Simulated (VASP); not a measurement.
# Cd (P6_3/mmc) in VASP: a series of runs

One crystal, Cd, is run at these levels: optB88-vdW, LAK, RPBE+D3(BJ), RPBE+D4, SCAN+D4, revPBE+D3(BJ); tasks: band structure, phonons, electric field gradients, optical spectrum.

Everything below comes from runs of VASP 6.6.1. Logs are shortened: lines on timing, memory, paths and dates and some standing lists are left out, and cuts for length are marked.

## (1) The crystal as given

Symmetry: P6_3/mmc, No. 194, hexagonal system. Conventional cell: a = 2.979 Å, b = 2.979 Å, c = 5.618 Å, α = 90.00°, β = 90.00°, γ = 120.00°. Cd (site symmetry -6m2) is surrounded by 12 Cd at 2.98 to 3.29 Å.

## (2) Band structure, optB88-vdW (atoms moved at random, drawn with an rms of 0.05 Å)

Contents of POSCAR:

```
Cd
1.0
    2.9788700000      0.0000000000      0.0000000000
   -1.4894350000      2.5797770946      0.0000000000
    0.0000000000      0.0000000000      5.6176500000
Cd
2
Direct
    0.6558780000      0.3294790000      0.7612670000
    0.3121480000      0.6811190000      0.2579970000
```

Contents of INCAR.step1:

```
SYSTEM = Cd
PREC = Accurate
ENCUT = 600
EDIFF = 1E-7
ISMEAR = 0
SIGMA = 0.05
LREAL = .False.
LASPH = .True.
NELM = 100
ALGO = Fast
ISIF = 2
LWAVE = .False.
LCHARG = .True.
GGA = BO
LUSE_VDW = .True.
AGGAC = 0.0
PARAM1 = 0.1833333333
PARAM2 = 0.22
NBANDS = 27
```

Contents of KPOINTS.step1:

```
regular mesh
0
Gamma
  10 10 5
  0 0 0
```

Contents of INCAR.step2:

```
SYSTEM = Cd
PREC = Accurate
ENCUT = 600
EDIFF = 1E-7
ISMEAR = 0
SIGMA = 0.05
LREAL = .False.
LASPH = .True.
NELM = 100
ALGO = Fast
ISIF = 2
LWAVE = .False.
LCHARG = .False.
GGA = BO
LUSE_VDW = .True.
AGGAC = 0.0
PARAM1 = 0.1833333333
PARAM2 = 0.22
NBANDS = 27
ICHARG = 11
```

Contents of KPOINTS.step2:

```
path GMKGALHA,LM,KH
10
line-mode
reciprocal
 0.0000000000  0.0000000000  0.0000000000  G
 0.5000000000  0.0000000000  0.0000000000  M

 0.5000000000  0.0000000000  0.0000000000  M
 0.3333333333  0.3333333333  0.0000000000  K

 0.3333333333  0.3333333333  0.0000000000  K
 0.0000000000  0.0000000000  0.0000000000  G

 0.0000000000  0.0000000000  0.0000000000  G
 0.0000000000  0.0000000000  0.5000000000  A

 0.0000000000  0.0000000000  0.5000000000  A
 0.5000000000  0.0000000000  0.5000000000  L

 0.5000000000  0.0000000000  0.5000000000  L
 0.3333333333  0.3333333333  0.5000000000  H

 0.3333333333  0.3333333333  0.5000000000  H
 0.0000000000  0.0000000000  0.5000000000  A

 0.5000000000  0.0000000000  0.5000000000  L
 0.5000000000  0.0000000000  0.0000000000  M

 0.3333333333  0.3333333333  0.0000000000  K
 0.3333333333  0.3333333333  0.5000000000  H
```

Potentials or basis: VASP PAW PBE potentials, release 64 (Cd_sv_GW).

On the command line:

```
$ cat potpaw_PBE.64/Cd_sv_GW/POTCAR > POTCAR
$ cp INCAR.step1 INCAR
$ cp KPOINTS.step1 KPOINTS
$ mpirun -np 1 vasp_std > vasp.out
$ cp INCAR.step2 INCAR
$ cp KPOINTS.step2 KPOINTS
$ mpirun -np 1 vasp_std > vasp.out
```

OUTCAR:

```text
SYSTEM = Cd
   PREC = Accurate
   ENCUT = 600
   EDIFF = 1E-7
   ISMEAR = 0
   LREAL = .False.
   LASPH = .True.
   NELM = 100
   ISIF = 2
   GGA = BO
   ICHARG = 11

 ion  position               nearest neighbor table
   1  0.656  0.329  0.761-
   2  0.312  0.681  0.258-

  LATTYP: Found a hexagonal cell.
 ALAT       =     2.9788700000
 C/A-ratio  =     1.8858325472

  Lattice vectors:

 A1 = (   2.9788700000,   0.0000000000,   0.0000000000)
 A2 = (  -1.4894350000,   2.5797770946,   0.0000000000)
 A3 = (   0.0000000000,   0.0000000000,   5.6176500000)

Analysis of symmetry for initial positions (statically):
=====================================================================
 Subroutine PRICEL returns:
 Original cell was already a primitive cell.

 Routine SETGRP: Setting up the symmetry group for a
 hexagonal supercell.

 Subroutine GETGRP returns: Found  2 space group operations
 (whereof  1 operations were pure point group operations)
 out of a pool of 24 trial point group operations.

The static configuration has the point symmetry C_1 .
 The point group associated with its full space group is S_2 .

Analysis of symmetry for dynamics (positions and initial velocities):
=====================================================================
 Subroutine PRICEL returns:
 Original cell was already a primitive cell.

 Routine SETGRP: Setting up the symmetry group for a
 hexagonal supercell.

 Subroutine GETGRP returns: Found  2 space group operations
 (whereof  1 operations were pure point group operations)
 out of a pool of 24 trial point group operations.

The dynamic configuration has the point symmetry C_1 .
 The point group associated with its full space group is S_2 .

 Subroutine INISYM returns: Found  2 space group operations
 (whereof  1 operations are pure point group operations),
 and found     1 'primitive' translations

----------------------------------------------------------------------------------------

                                     Primitive cell

  volume of cell :      43.1706

  direct lattice vectors                    reciprocal lattice vectors
     2.978870000  0.000000000  0.000000000     0.335697765  0.193815195  0.000000000
    -1.489435000  2.579777095  0.000000000     0.000000000  0.387630389  0.000000000
     0.000000000  0.000000000  5.617650000     0.000000000  0.000000000  0.178010378

  length of vectors
     2.978870000  2.978870000  5.617650000     0.387630390  0.387630389  0.178010378

  position of ions in fractional coordinates (direct lattice)
     0.655878000  0.329479000  0.761267000
     0.312148000  0.681119000  0.257997000

  ion indices of the primitive-cell ions
   primitive index   ion index
                 1           1
                 2           2

----------------------------------------------------------------------------------------

 KPOINTS: path GMKGALHA,LM,KH

Interpolating k-points between supplied coordinates.

 Line segments in fractional coordinates (reciprocal lattice):
    0.000000  0.000000  0.000000  ...  0.500000  0.000000  0.000000
    0.500000  0.000000  0.000000  ...  0.333333  0.333333  0.000000
    0.333333  0.333333  0.000000  ...  0.000000  0.000000  0.000000
    0.000000  0.000000  0.000000  ...  0.000000  0.000000  0.500000
    0.000000  0.000000  0.500000  ...  0.500000  0.000000  0.500000
    0.500000  0.000000  0.500000  ...  0.333333  0.333333  0.500000
    0.333333  0.333333  0.500000  ...  0.000000  0.000000  0.500000
    0.500000  0.000000  0.500000  ...  0.500000  0.000000  0.000000
    0.333333  0.333333  0.000000  ...  0.333333  0.333333  0.500000

 Generated    10 points on each line segment, for a total of     90 k-points:

 Following reciprocal coordinates:
            Coordinates               Weight
  0.000000  0.000000  0.000000      0.011111
  0.055556  0.000000  0.000000      0.011111
  0.111111  0.000000  0.000000      0.011111
  0.166667  0.000000  0.000000      0.011111
  0.222222  0.000000  0.000000      0.011111
  0.277778  0.000000  0.000000      0.011111
[... 16 lines left out ...]
  0.259259  0.259259  0.000000      0.011111
  0.222222  0.222222  0.000000      0.011111
 [... further k-points ...]
   k-points           NKPTS =     90   k-points in BZ     NKDIM =     90   number of bands    NBANDS=     27
   number of dos      NEDOS =    301   number of ions     NIONS =      2
   total plane-waves  NPLWV =  27648
   dimension x,y,z NGX =    24 NGY =   24 NGZ =   48
   dimension x,y,z NGXF=    48 NGYF=   48 NGZF=   96
   ions per type =               2
   NGX,Y,Z   is equivalent  to a cutoff of  13.39, 13.39, 14.20 a.u.
   NGXF,Y,Z  is equivalent  to a cutoff of  26.79, 26.79, 28.41 a.u.
 SYSTEM =  Cd
   PREC   = accura    normal or accurate (medium, high low for compatibility)
   ISTART =      0    job   : 0-new  1-cont  2-samecut
   ICHARG =     11    charge: 1-file 2-atom 10-const
   ISPIN  =      1    spin polarized calculation?
   LNONCOLLINEAR =      F non collinear calculations
   LSORBIT =      F    spin-orbit coupling
   LASPH  =      T    aspherical Exc in radial PAW
   ENCUT  =  600.0 eV  44.10 Ry    6.64 a.u.   5.95  5.95 11.22*2*pi/ulx,y,z
   NELM   =    100;   NELMIN=  2; NELMDL=  0     # of ELM steps
   EDIFF  = 0.1E-06   stopping-criterion for ELM
   LREAL  =      F    real-space projection
   EDIFFG = 0.1E-05   stopping-criterion for IOM
   NSW    =      0    number of steps for IOM
   IBRION =     -1    ionic relax: 0-MD 1-quasi-New 2-CG
   NFREE  =      0    steps in history (QN), initial steepest desc. (CG)
   ISIF   =      2    stress and relaxation
   ISYM   =      2    0-nonsym 1-usesym 2-fastsym
   POTIM  = 0.5000    time-step for ionic-motion
   TEBEG  =    0.0;   TEEND  =   0.0 temperature during run
   PSTRESS=    0.0 pullay stress
   NELECT =      40.0000    total number of electrons
   NUPDOWN=      -1.0000    fix difference up-down
   EMIN   =  10.00;   EMAX   =-10.00  energy-range for DOS
   EFERMI =   0.00;   METHOD = LEGACY
   ISMEAR =     0;   SIGMA  =   0.05  broadening in eV -4-tet -1-fermi 0-gaus
   EFERMI_NEDOS =   21; number of points for ismear=-14 and -15
   IALGO  =     68    algorithm
   IMIX   =      4    mixing-type and parameters
     AMIX     =   0.40;   BMIX     =  1.00
     AMIX_MAG =   1.60;   BMIX_MAG =  1.00
  volume/ion in A,a.u.               =      21.59       145.66
  Fermi-wavevector in a.u.,A,eV,Ry     =   1.595997  3.015997 34.656840  2.547206
  Thomas-Fermi vector in A             =   2.693828
   LORBIT       =      0    0 simple, 1 ext, 2 COOP (PROOUT), +10 PAW based schemes
   GGA     = BO    functional components
   LHFCALC =     F    Hartree Fock is set to
   AEXX    =    0.0000 exact exchange contribution
   IVDW_NL    =     1    kernel type
   BPARAM     = 6.3000
   IVDW    =     0    specifies the selected vdW correction
   LEPSILON=     F    determine dielectric tensor
   LRPA    =     F    only Hartree local field effects (RPA)
 non-spin polarized calculation
 RMM-DIIS sequential band-by-band and
 Gauss-broadening in eV      SIGMA  =   0.05
  energy-cutoff  :      600.00
  volume of cell :       43.17
 maximum number of plane-waves:      1458
 NGX is ok and might be reduce to    24

 number of electron      40.0000005 magnetization

 Free energy of the ion-electron system (eV)
  ---------------------------------------------------
  ext. energy  EPLUGINS =         0.00000000
  ---------------------------------------------------
  free energy    TOTEN  =         8.05943776 eV

  energy without entropy =        8.06280535  energy(sigma->0) =        8.06112156

 E-fermi :   6.4686     XC(G=0): -11.3669

 val. band max:        6.4618468895   @ k =   0.3333   0.3333   0.1111
 cond. band min:       6.4789083153   @ k =   0.3333   0.3333   0.1667
 fundamental gap:      0.0170614258
 Fermi energy:         6.4685755103

 k-point     1 :       0.0000    0.0000    0.0000
  band No.  band energies     occupation
      1     -96.7628      2.00000
      2     -96.7617      2.00000
      3     -57.8230      2.00000
      4     -57.8038      2.00000
      5     -57.7814      2.00000
      6     -57.7808      2.00000
[... 19 lines left out ...]
     26      21.4311      0.00000
     27      21.5431      0.00000

 k-point     2 :       0.0556    0.0000    0.0000
  band No.  band energies     occupation
      1     -96.7627      2.00000
      2     -96.7616      2.00000
      3     -57.8226      2.00000
      4     -57.8036      2.00000
      5     -57.7826      2.00000
      6     -57.7815      2.00000
[... 19 lines left out ...]
     26      21.4074      0.00000
     27      21.8115      0.00000

 k-point     3 :       0.1111    0.0000    0.0000
  band No.  band energies     occupation
      1     -96.7623      2.00000
      2     -96.7613      2.00000
      3     -57.8217      2.00000
      4     -57.8035      2.00000
      5     -57.7870      2.00000
      6     -57.7850      2.00000
[... 19 lines left out ...]
     26      21.2135      0.00000
     27      21.9984      0.00000

 k-point     4 :       0.1667    0.0000    0.0000
  band No.  band energies     occupation
      1     -96.7617      2.00000
      2     -96.7607      2.00000
      3     -57.8202      2.00000
      4     -57.8034      2.00000
      5     -57.7939      2.00000
      6     -57.7919      2.00000
[... 19 lines left out ...]
     26      20.0801      0.00000
     27      20.3223      0.00000
[... 516 lines left out ...]
      4     -57.8204      2.00000
      5     -57.8123      2.00000
      6     -57.8103      2.00000
[... 19 lines left out ...]
     26      12.7525      0.00000
     27      14.7237      0.00000

 k-point    23 :       0.2593    0.2593    0.0000
  band No.  band energies     occupation
      1     -96.7582      2.00000
      2     -96.7579      2.00000
      3     -57.8227      2.00000
      4     -57.8219      2.00000
      5     -57.8096      2.00000
      6     -57.8061      2.00000
[... 19 lines left out ...]
     26      13.9620      0.00000
     27      15.4830      0.00000

 k-point    24 :       0.2222    0.2222    0.0000
  band No.  band energies     occupation
      1     -96.7588      2.00000
      2     -96.7584      2.00000
      3     -57.8200      2.00000
      4     -57.8199      2.00000
      5     -57.8120      2.00000
      6     -57.8044      2.00000
[... 19 lines left out ...]
     26      15.2912      0.00000
     27      16.4524      0.00000

 [... further k-points ...]

------------------------ aborting loop because EDIFF is reached ----------------------------------------

  FORCE on cell =-STRESS in cart. coord.  units (eV):
  Direction    XX          YY          ZZ          XY          YZ          ZX
  --------------------------------------------------------------------------------------
  -------------------------------------------------------------------------------------
  Total        6.3232659     -0.6350729     -2.9700016      8.6454749     -0.0168504     -0.0260692
  in kB      234.6732641    -23.5692480   -110.2246830    320.8566363     -0.6253644     -0.9674977
  external PRESSURE =      33.6264443 kB  Pullay stress =       0.0000000 kB

 VOLUME and BASIS-vectors are now :
 -----------------------------------------------------------------------------
  energy-cutoff  :      600.00
  volume of cell :       43.17
      direct lattice vectors                 reciprocal lattice vectors
     2.978870000  0.000000000  0.000000000     0.335697765  0.193815195  0.000000000
    -1.489435000  2.579777095  0.000000000     0.000000000  0.387630389  0.000000000
     0.000000000  0.000000000  5.617650000     0.000000000  0.000000000  0.178010378

 POSITION                                       TOTAL-FORCE (eV/Angst)
 -----------------------------------------------------------------------------------
      1.46304      0.84998      4.27653         0.129231      0.092697     -0.014840
     -0.08463      1.75714      1.44934        -0.129231     -0.092697      0.014840
 -----------------------------------------------------------------------------------
    total drift:                               -0.000016      0.000171     -0.000067

  FREE ENERGIE OF THE ION-ELECTRON SYSTEM (eV)
  ---------------------------------------------------
  free  energy   TOTEN  =         8.0594377639 eV

  energy  without entropy=        8.0628053524  energy(sigma->0) =        8.06112156

Total vdW correction in eV:      7.0196015
```

Wall time 17 min (1 thread of AMD EPYC 7R43 (Zen 3), shared host); peak memory 0.59 GiB.

What came out:

- Band gap along the path: none (metal or under the smearing width)

Levels at the corners of the path, in eV from the Fermi level:
| point | band 16 | band 17 | band 18 | band 19 | band 20 | band 21 | band 22 | band 23 | band 24 | band 25 |
| --- | --- | --- | --- | --- | --- | --- | --- | --- | --- | --- |
| Γ | -8.74 | -8.70 | -8.49 | -8.45 | -3.04 | -2.87 | 10.38 | 14.01 | 14.52 | 14.82 |
| M | -8.51 | -8.20 | -8.17 | -2.19 | -1.81 | 2.02 | 3.06 | 3.17 | 5.40 | 8.28 |
| M | -8.51 | -8.20 | -8.17 | -2.19 | -1.81 | 2.02 | 3.06 | 3.17 | 5.40 | 8.28 |
| K | -8.72 | -8.61 | -8.58 | 0.02 | 0.08 | 0.58 | 4.43 | 4.80 | 4.86 | 5.36 |
| K | -8.72 | -8.61 | -8.58 | 0.02 | 0.08 | 0.58 | 4.43 | 4.80 | 4.86 | 5.36 |
| Γ | -8.74 | -8.70 | -8.49 | -8.45 | -3.04 | -2.87 | 10.38 | 14.01 | 14.55 | 14.98 |
| Γ | -8.74 | -8.70 | -8.49 | -8.45 | -3.04 | -2.87 | 10.38 | 14.01 | 14.55 | 14.82 |
| A | -8.58 | -8.57 | -8.57 | -7.34 | -7.26 | 3.72 | 3.84 | 14.28 | 14.31 | 15.48 |
| A | -8.58 | -8.57 | -8.57 | -7.34 | -7.26 | 3.72 | 3.84 | 14.27 | 14.31 | 15.49 |
| L | -8.46 | -8.19 | -8.18 | -1.42 | -1.41 | 0.10 | 0.10 | 7.95 | 8.00 | 9.85 |
| L | -8.46 | -8.19 | -8.18 | -1.42 | -1.41 | 0.10 | 0.10 | 7.95 | 8.00 | 9.85 |
| H | -8.92 | -8.49 | -8.49 | 1.15 | 1.16 | 1.46 | 1.47 | 1.98 | 2.04 | 9.78 |
| H | -8.92 | -8.49 | -8.49 | 1.15 | 1.16 | 1.46 | 1.47 | 1.98 | 2.04 | 9.78 |
| A | -8.58 | -8.57 | -8.57 | -7.34 | -7.26 | 3.72 | 3.84 | 14.28 | 14.45 | 15.49 |
| L | -8.46 | -8.19 | -8.18 | -1.42 | -1.41 | 0.10 | 0.10 | 7.95 | 8.00 | 9.85 |
| M | -8.51 | -8.20 | -8.17 | -2.19 | -1.81 | 2.02 | 3.06 | 3.17 | 5.40 | 8.28 |
| K | -8.72 | -8.61 | -8.58 | 0.02 | 0.08 | 0.58 | 4.43 | 4.80 | 4.86 | 5.36 |
| H | -8.92 | -8.49 | -8.49 | 1.15 | 1.16 | 1.46 | 1.47 | 1.98 | 2.04 | 9.78 |

Caveat: the log is that of the step along the path at fixed density, whose energy, stress, charges and moments have no meaning; the PAW data sets were made with another functional, which shifts forces and pressure a little.

[end of part 1 of 3]
